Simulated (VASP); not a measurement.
# Cd (P6_3/mmc) in VASP: further runs, part 2 of 2

VASP 6.6.1.

## Step 3: Relaxation of cell and atoms, PBE

This run uses another cell than the first one, of 22.94 Å³/atom, 1.063 times its volume.

Contents of INCAR:

```
SYSTEM = Cd
PREC = Accurate
ENCUT = 520
EDIFF = 1E-7
ISMEAR = 0
SIGMA = 0.1
LREAL = .False.
LASPH = .True.
NELM = 120
ALGO = Normal
ISIF = 3
LWAVE = .False.
LCHARG = .False.
GGA = PE
IBRION = 2
NSW = 60
EDIFFG = -0.005
POTIM = 0.3
```

Contents of KPOINTS:

```
regular mesh
0
Gamma
  17 17 8
  0 0 0
```

Contents of POSCAR:

```
Cd                                      
1.0
    3.0435828106     -0.0000000000      0.0000000000
   -1.5217914053      2.6358200276      0.0000000000
    0.0000000000      0.0000000000      5.7178576277
  Cd            
     2
Direct
     0.3333333300000021    0.6666666699999979    0.2500000000000000
     0.6666666699999979    0.3333333300000021    0.7500000000000000
```

Potentials or basis: VASP PAW PBE potentials, release 64 (Cd).

On the command line:

```sh
$ cat potpaw_PBE.64/Cd/POTCAR > POTCAR
$ mpirun -np 1 vasp_std > vasp.out
```

OUTCAR:

```text
SYSTEM = Cd
   PREC = Accurate
   ENCUT = 520
   EDIFF = 1E-7
   ISMEAR = 0
   LREAL = .False.
   LASPH = .True.
   NELM = 120
   ISIF = 3
   GGA = PE
   IBRION = 2
   NSW = 60
   EDIFFG = -0.005
   POTIM = 0.3

 ion  position               nearest neighbor table
   1  0.333  0.667  0.250-   2 3.36   2 3.36   2 3.36   2 3.36   2 3.36   2 3.36
   2  0.667  0.333  0.750-   1 3.36   1 3.36   1 3.36   1 3.36   1 3.36   1 3.36

  LATTYP: Found a hexagonal cell.
 ALAT       =     3.0435828106
 C/A-ratio  =     1.8786601133

  Lattice vectors:

 A1 = (   3.0435828106,   0.0000000000,   0.0000000000)
 A2 = (  -1.5217914053,   2.6358200276,   0.0000000000)
 A3 = (   0.0000000000,   0.0000000000,   5.7178576277)

Analysis of symmetry for initial positions (statically):
=====================================================================
 Subroutine PRICEL returns:
 Original cell was already a primitive cell.

 Routine SETGRP: Setting up the symmetry group for a
 hexagonal supercell.

 Subroutine GETGRP returns: Found 24 space group operations
 (whereof 12 operations were pure point group operations)
 out of a pool of 24 trial point group operations.

The static configuration has the point symmetry D_3d.
 The point group associated with its full space group is D_6h.

Analysis of symmetry for dynamics (positions and initial velocities):
=====================================================================
 Subroutine PRICEL returns:
 Original cell was already a primitive cell.

 Routine SETGRP: Setting up the symmetry group for a
 hexagonal supercell.

 Subroutine GETGRP returns: Found 24 space group operations
 (whereof 12 operations were pure point group operations)
 out of a pool of 24 trial point group operations.

The dynamic configuration has the point symmetry D_3d.
 The point group associated with its full space group is D_6h.
[... 128 lines left out ...]
   LEPSILON=     F    determine dielectric tensor
   LRPA    =     F    only Hartree local field effects (RPA)
 conjugate gradient relaxation of ions
 non-spin polarized calculation
 Gauss-broadening in eV      SIGMA  =   0.10
  energy-cutoff  :      520.00
  volume of cell :       45.87
 maximum number of plane-waves:      1256
 NGX is ok and might be reduce to    24
   NGX = 11   NGY = 11   NGZ = 21

--------------------------------------- Ionic step        1  -------------------------------------------

 number of electron      24.0000000 magnetization

 Free energy of the ion-electron system (eV)
  ---------------------------------------------------
  ext. energy  EPLUGINS =         0.00000000
  ---------------------------------------------------
  free energy    TOTEN  =        -1.48999278 eV

  energy without entropy =       -1.48747077  energy(sigma->0) =       -1.48873177

------------------------ aborting loop because EDIFF is reached ----------------------------------------

  FORCE on cell =-STRESS in cart. coord.  units (eV):
  Direction    XX          YY          ZZ          XY          YZ          ZX
  --------------------------------------------------------------------------------------
  -------------------------------------------------------------------------------------
  Total        0.0209221      0.0209221      0.0320953     -0.0000000      0.0000000      0.0000000
  in kB        0.7307704      0.7307704      1.1210326     -0.0000000      0.0000000      0.0000000
  external PRESSURE =       0.8608578 kB  Pullay stress =       0.0000000 kB
[... 239 lines left out ...]
--------------------------------------- Ionic step        8  -------------------------------------------

 number of electron      24.0000001 magnetization

 Free energy of the ion-electron system (eV)
  ---------------------------------------------------
  ext. energy  EPLUGINS =         0.00000000
  ---------------------------------------------------
  free energy    TOTEN  =        -1.49001991 eV

  energy without entropy =       -1.48753103  energy(sigma->0) =       -1.48877547

 E-fermi :   2.5710     XC(G=0): -10.7032

 val. band max:        2.5391365604   @ k =   0.4706   0.0000   0.3750
 cond. band min:       2.5911929058   @ k =   0.4118   0.0000   0.0000
 fundamental gap:      0.0520563453
 Fermi energy:         2.5709890535

 k-point     1 :       0.0000    0.0000    0.0000
  band No.  band energies     occupation
      1      -7.0906      2.00000
      2      -6.8614      2.00000
      3      -6.5619      2.00000
      4      -6.5619      2.00000
      5      -6.5173      2.00000
      6      -6.5173      2.00000
[... 433 lines left out ...]
      3      -6.6058      2.00000
      4      -6.5385      2.00000
      5      -6.4489      2.00000
      6      -6.4365      2.00000
[... 8 lines left out ...]
     15       8.3991      0.00000
     16      12.4439      0.00000

 [... further k-points ...]

------------------------ aborting loop because EDIFF is reached ----------------------------------------

  FORCE on cell =-STRESS in cart. coord.  units (eV):
  Direction    XX          YY          ZZ          XY          YZ          ZX
  --------------------------------------------------------------------------------------
  -------------------------------------------------------------------------------------
  Total       -0.0067324     -0.0067324      0.0093863      0.0000000      0.0000000      0.0000000
  in kB       -0.2346243     -0.2346243      0.3271144      0.0000000      0.0000000      0.0000000
  external PRESSURE =      -0.0473781 kB  Pullay stress =       0.0000000 kB
[... 17 lines left out ...]
  FREE ENERGIE OF THE ION-ELECTRON SYSTEM (eV)
  ---------------------------------------------------
  free  energy   TOTEN  =        -1.4900199080 eV

  energy  without entropy=       -1.4875310303  energy(sigma->0) =       -1.48877547

 reached required accuracy - stopping structural energy minimisation
```

Wall time 3 min (1 thread of Intel Xeon Platinum 8559C (Emerald Rapids), shared host); peak memory 0.25 GiB.

What came out:

* Free energy: -1.4900 eV
* Relaxed volume: 22.99 Å³/atom
* Relaxed cell: a = 3.046 Å, b = 3.046 Å, c = 5.723 Å, α = 90.00°, β = 90.00°, γ = 120.00°
* Space group after relaxing (to 0.05 Å): P6_3/mmc (No. 194)
* Energy gained by relaxing: 0.0 meV/atom
* Ionic steps: 8
* Pressure after relaxing: 0.0 GPa
* Band gap on the k mesh: none (metal or under the smearing width)

Final structure:
```cif
data_structure
_symmetry_space_group_name_H-M 'P 1'
_symmetry_Int_Tables_number 1
_cell_length_a 3.0455
_cell_length_b 3.0455
_cell_length_c 5.7234
_cell_angle_alpha 90.000
_cell_angle_beta 90.000
_cell_angle_gamma 120.000
_cell_volume 45.97
loop_
_atom_site_label
_atom_site_type_symbol
_atom_site_fract_x
_atom_site_fract_y
_atom_site_fract_z
_atom_site_occupancy
Cd1 Cd 0.33333 0.66667 0.25000 1
Cd2 Cd 0.66667 0.33333 0.75000 1
```

Levels at points of the mesh, in eV from the Fermi level:
| k point | band 10 | band 11 | band 12 | band 13 | band 14 | band 15 |
| --- | --- | --- | --- | --- | --- | --- |
| (0.00, 0.00, 0.00) | -8.46 | -8.46 | -3.06 | -2.78 | 10.25 | 14.11 |
| (0.00, 0.00, 0.50) | -8.56 | -7.06 | -7.06 | 3.57 | 3.57 | 14.44 |
